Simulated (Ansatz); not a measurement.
# NaI₂ and its competing phases

Theory: DFT PBE, scalar-relativistic, plane waves, PAW in Ansatz. All cells share a 420 eV cutoff and Γ-centred k meshes spaced at most about 0.3 Å⁻¹ (about 0.25 or finer for metals, 2π included). No spin polarisation.

Formation energies are uncorrected and refer to the elements' standard structures at the same level.

These are static total energies at zero pressure. Spin–orbit coupling, which can matter for I, is left out. In NaI2 Fm-3m an odd number of electrons in the primitive cell allows no gap without spin; a larger cell or a magnetic state could open one. The reference form of I is held partly by dispersion forces, which this level lacks.

The competitors are the elements and 1 reference phase of this chemical system (from databases or known types: NaI), relaxed at the same level; other known phases may be missing.

The candidate was reached from: ordered vacancies on the cation sites of caesium chloride.

```cif
data_structure
_symmetry_space_group_name_H-M 'Fm-3m'
_symmetry_Int_Tables_number 225
_cell_length_a 7.7601
_cell_length_b 7.7601
_cell_length_c 7.7601
_cell_angle_alpha 90.000
_cell_angle_beta 90.000
_cell_angle_gamma 90.000
_cell_volume 467.31
loop_
_atom_site_label
_atom_site_type_symbol
_atom_site_symmetry_multiplicity
_atom_site_Wyckoff_symbol
_atom_site_fract_x
_atom_site_fract_y
_atom_site_fract_z
_atom_site_occupancy
Na1 Na 4 a 0.00000 0.00000 0.00000 1
I1 I 8 c 0.25000 0.75000 0.75000 1
```

Question: Where does it stand against these competitors?

Answer: Not stable. Its formation energy is -0.615 eV/atom. The lowest competing mixture at this composition is this:

| phase | space group | source | share of atoms | ΔE_f (eV/atom) |
| --- | --- | --- | --- | --- |
| I | - | element | 0.3333 | -0.0001 |
| NaI | Fm-3m (No. 225) | COD | 0.6667 | -1.280 |

The lowest database cell of I (-0.0001) lies slightly below the reference, hence the non-zero entry.

The mixture lies at -0.853 eV/atom, and the candidate lies 0.24 eV/atom above it. The candidate matches no cell in the subsets of the Crystallography Open Database and the Materials Project at hand. The margin is far too high for a likely synthesis. It has the fluorite type.
